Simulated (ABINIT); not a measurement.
Crystal: Ir.

```
CELL_PARAMETERS angstrom
0.00000 1.91560 1.91560
1.91560 0.00000 1.91560
1.91560 1.91560 0.00000
ATOMIC_POSITIONS crystal
Ir 0.00000 0.00000 0.00000
```

Base run:

```yaml
Program: ABINIT 10.8.3 (patched build)
Functional: r2SCAN
Potentials_or_basis: JTH PAW PBE v2.0
Cutoff: 544 eV
k_mesh: 12 × 12 × 12
Occupations: fermi-dirac, width 0.05 eV
Spin: no spin polarisation
```

Its results: band gap on the k mesh none (metal or under the smearing width); pressure 5.0 GPa.

**Question.** After a change of settings the same cell gave: band gap on the k mesh none (metal or under the smearing width); pressure 10.2 GPa. Which change was it?
A. k mesh from 12 × 12 × 12 to 5 × 5 × 5
B. functional from r2SCAN to PW91; cutoff from 544 eV to 463 eV; fine-grid cutoff from 1088.46 eV to 925.187 eV
C. functional from r2SCAN to rPW86PBE; cutoff from 544 eV to 463 eV; fine-grid cutoff from 1088.46 eV to 925.187 eV
D. k mesh from 12 × 12 × 12 to 7 × 7 × 7

**Answer.** A.

Caveats: some runs use coarse meshes; the PAW data sets were made with another functional, which shifts forces and pressure a little; spin-orbit coupling is left out, which moves the levels of the heavy elements (some runs).

The runs don't all hold the same shells in valence.

Runs at the PBE level aren't shown here.
